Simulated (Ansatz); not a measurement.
## NaF and its competing phases

Method: Ansatz, DFT PBE, scalar-relativistic, plane waves, PAW. Settings: cutoff 420 eV, Γ-centred meshes spaced at most about 0.3 Å⁻¹ (2π included), Gaussian smearing. No spin polarisation.

Formation energies are uncorrected and refer to the elements' standard structures at the same level (F₂ as a molecule).

All energies are static (0 K, no zero-point motion).

The competitors are the elements and 1 reference phase of this chemical system (from databases or known types: NaF), relaxed at the same level; other known phases may be missing.

The candidate was reached from: ordered vacancies on the anion sites of fluorite.

```yaml
crystal:
  lattice:
    - [3.33155, 0.00000, 0.00000]
    - [0.00000, 3.33155, 0.00000]
    - [0.00000, 0.00000, 6.03888]
  atoms:
    - { symbol: Na, position: [0.00000, 0.50000, 0.00000] }
    - { symbol: Na, position: [0.50000, 0.00000, 0.50000] }
    - { symbol: F, position: [0.50000, 0.50000, 0.25000] }
    - { symbol: F, position: [0.50000, 0.50000, 0.75000] }
```

Task: Where does it stand against these competitors?

Result: Not the lowest form: another structure of the same formula lies lower. Its formation energy is -2.532 eV/atom. The lowest competing phase at this composition is this:

```json
{"phase": "NaF", "space group": "Fm-3m (No. 225)", "source": "Materials Project", "share of atoms": "1.0000", "ΔE_f (eV/atom)": "-2.711"}
```

The candidate lies 179 meV/atom above this phase. The candidate matches no cell in the subsets of the Crystallography Open Database and the Materials Project at hand. It is metastable at best. Whether it is a true minimum wasn't tested by phonons.
